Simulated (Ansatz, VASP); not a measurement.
SiC in VASP and in Ansatz

The input INCAR:

```
SYSTEM = SiC
PREC     = Accurate       ! precision mode
ENCUT    = 520            ! plane-wave cutoff, eV
EDIFF    = 1E-6           ! SCF threshold, eV
ISMEAR   = 0              ! smearing method
SIGMA    = 0.01           ! smearing width, eV
LREAL    = .FALSE.        ! projectors in reciprocal space
LASPH    = .TRUE.         ! aspherical terms in the spheres
NELM     = 60             ! most SCF steps
ALGO     = Normal         ! electronic algorithm
ISIF     = 2              ! what is computed and relaxed
LWAVE    = .FALSE.        ! write WAVECAR
LCHARG   = .FALSE.        ! write CHGCAR
NBANDS   = 16             ! bands
```

KPOINTS

```
Automatic mesh
0
G
  8 8 4
  0 0 0
```

POSCAR

```
SiC
1.0
    3.0410800508      0.0000000000      0.0000000000
   -1.5205400254      2.6336525790      0.0000000000
    0.0000000000      0.0000000000      5.0211674967
Si C
2 2
Direct
    0.3333333333      0.6666666667      0.0049350297
    0.6666666667      0.3333333333      0.5049350297
    0.3333333333      0.6666666667      0.3800649703
    0.6666666667      0.3333333333      0.8800649703
```

Input for Ansatz:

```yaml
crystal:
  lattice:
    - [3.04108005081, 0.0, 0.0]
    - [-1.52054002541, 2.63365257895, 0.0]
    - [0.0, 0.0, 5.02116749674]
  atoms:
    - { symbol: Si, position: [0.333333333333, 0.666666666667, 0.004935029682] }
    - { symbol: Si, position: [0.666666666667, 0.333333333333, 0.504935029682] }
    - { symbol: C, position: [0.333333333333, 0.666666666667, 0.380064970318] }
    - { symbol: C, position: [0.666666666667, 0.333333333333, 0.880064970318] }
kpoints:
  mp_grid: { grid: [8, 8, 4] }
scf:
  occupations: { method: fixed }
  convergence: { dr2_threshold: 1.0e-10 }
hamiltonian:
  xc: lda
  pseudopotentials: { kind: all_electron, lapw: { basis_error: 0.0005 } }
output:
  forces: true
  stress: true
  eigenstates:
    kpoints:
      - [0.0, 0.0, 0.0]
      - [-0.666666667, 0.333333333, 0.0]
      - [0.5, -0.5, 0.0]
      - [0.0, 0.5, 0.0]
      - [0.5, 0.0, 0.0]
      - [0.0, 0.0, -0.5]
      - [-0.5, 0.0, -0.5]
      - [-0.5, 0.5, -0.5]
      - [0.0, -0.5, -0.5]
  eigenvalues: true
```

Change from the starting cell: film at in-plane strain -0.005.

Alike in both runs: task single point; functional LDA; k mesh 8 × 8 × 4; no spin polarisation.

|  | VASP | Ansatz |
| --- | --- | --- |
| version | VASP 6.6.1 | Ansatz 0.2.0 |
| potentials or method | VASP PAW LDA potentials, release 64 (Si, C) | all-electron LAPW, scalar-relativistic |
| plane-wave cutoff (eV) | 520 | see its input |
| occupations | gaussian, width 0.01 eV | fixed |

Ansatz gave:

```
gap on the k mesh at the Fermi level (eV)       : 2.33
pressure (GPa)                                  : 2.1
largest component of the traceless stress (GPa) : 2.13
```

Q: Estimate VASP's values.

A: gap on the k mesh at the Fermi level (eV): 2.32; pressure (GPa): 2.5; largest component of the traceless stress (GPa): 2.14.

Ansatz ran all-electron here, so the differences hold the error of VASP's frozen core and of both bases.

A k mesh can miss the band edges.
